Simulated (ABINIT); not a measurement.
Runs of ABINIT 10.8.3 (patched build) on GaAs. Symmetry: F-43m, No. 216, cubic system. The conventional cell has a = 5.654 Å, b = 5.654 Å, c = 5.654 Å, α = 90.00°, β = 90.00°, γ = 90.00°. As (site symmetry -43m) has 4 Ga at 2.45 Å as nearest neighbours. Around Ga (site symmetry -43m) lie 4 As at 2.45 Å. 

```tsv
cell	gap on the mesh (eV)	pressure (GPa)
relaxed to 20 GPa	(b)	20.0
relaxed to 10 GPa	1.07	10.0
relaxed to 5 GPa	0.67	5.0
relaxed	0.15	0.0
relaxed to 30 GPa	(a)	30.0
```

Alike in all rows: task relaxation of cell and atoms; level PBE; potentials or basis JTH PAW PBE v2.0; no spin polarisation; k mesh 8 × 8 × 8; cutoff (eV) 463; smearing fermi-dirac 0.05 eV.

Problem. Estimate the missing entries.

Solution. (a) 0.97; (b) 1.13.

A k mesh can miss the band edges, and the runs leave out spin-orbit coupling on As, Ga.
